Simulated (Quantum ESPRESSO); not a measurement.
W: single point with PBEsol

W:

```
CELL_PARAMETERS angstrom
0.00000 2.03000 2.03000
2.03000 0.00000 2.03000
2.03000 2.03000 0.00000
ATOMIC_POSITIONS crystal
W 0.00000 0.00000 0.00000
```

This isn't the form of W at room conditions, which is bcc.

```yaml
Program: Quantum ESPRESSO 7.5
Task: single point
Functional: PBEsol
Potentials_or_basis: GBRV 1.5 PBEsol
Cutoff: 762 eV
Density_cutoff: 6095 eV
k_mesh: 11 × 11 × 11
Occupations: fermi-dirac, width 0.05 eV
Spin: no spin polarisation
```

```yaml
Pressure: -12.6 GPa
Band_gap_on_the_k_mesh: none (metal or under the smearing width)
```

Levels at points of the mesh, in eV from the Fermi level:
```csv
k point,band 4,band 5,band 6,band 7,band 8,band 9,band 10,band 11
"(0.00, 0.00, 0.00)",-37.33,-8.91,-0.54,-0.54,-0.54,2.49,2.49,12.78
```

Run time: 7.4 s on 2 MPI ranks on Arm Neoverse V2, with other jobs on the host, peak memory 0.22 GiB a rank.

The run has no spin-orbit coupling, so splittings on W are missing.
